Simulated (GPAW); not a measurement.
Runs of GPAW 26.7.0 on TePb. It takes space group Fm-3m (No. 225, cubic). The conventional cell has a = 6.462 Å, b = 6.462 Å, c = 6.462 Å, α = 90.00°, β = 90.00°, γ = 90.00°. Pb (site symmetry m-3m) has 6 Te at 3.23 Å as nearest neighbours. Around Te (site symmetry m-3m) lie 6 Pb at 3.23 Å. 

```tsv
task	level	potentials or basis	spin	k mesh	cutoff (eV)	older calculator (legacy_gpaw)	band path	band points	spin axis theta (degrees)	spin axis phi (degrees)	gap on the mesh (eV)	pressure (GPa)	V0 of scaled cells (Å³/atom)	B0 (GPa)
band structure	optB88-vdW	GPAW PAW data sets (gpaw-data 1.2.1), pw	SOC, no magnetisation	6 × 6 × 6	600	yes	GXWKGLUWLK,UX	80	90	0	(b)	-	-	-
band structure	optPBE-vdW	GPAW PAW data sets (gpaw-data 1.2.1), pw	SOC, no magnetisation	6 × 6 × 6	600	-	GXWKGLUWLK,UX	100	0	0	0.20	-	-	-
equation of state	LDA	JTH PAW 2.0, LDA, pw	off	6 × 6 × 6	600	-	-	-	-	-	-	-	32.46	(c)
band structure	C09-vdW	GPAW PAW data sets (gpaw-data 1.2.1), pw	SOC, no magnetisation	6 × 6 × 6	600	-	GXWKGLUWLK,UX	60	90	45	0.18	-	-	-
equation of state	PBEsol+D3(BJ)	PAW data sets generated in the run's folder for this functional, pw	off	6 × 6 × 6	600	-	-	-	-	-	-	-	(a)	54
one-shot levels of the hybrid HSE06	LDA	the program's PAW data sets (release 1.2.1) made for this functional, pw	off	5 × 5 × 5	500	-	-	-	-	-	-	-2.2	-	-
band structure	PBEint	PAW data sets generated in the run's folder for this functional, pw	SOC, no magnetisation	6 × 6 × 6	600	-	GXWKGLUWLK,UX	100	90	45	0.17	0.0	-	-
```

Alike in all rows: cell as given; smearing fermi-dirac 0.05 eV.

Q: Estimate the missing entries.

A: (a) 31.84; (b) 0.19; (c) 48.

Caveats: spin-orbit coupling was added after a scalar SCF, so levels and gaps hold it while energy, forces, pressure and moments don't (some runs); this program's spin-orbit splittings come out too wide for heavy elements (some runs); the PAW data sets were made with another functional, which shifts forces and pressure a little (some runs); the program truncates these outside data sets (some runs); the cutoff is short for stress and forces, so pressures can be off by a GPa or more (some runs); energy and the plain gap are those of the semilocal run (some runs); the hybrids' values are one shot on its orbitals and mesh (some runs).

A k mesh can miss the band edges, and rows without SOC leave out spin-orbit coupling on Pb, Te.

Runs at the PBE level aren't shown here.
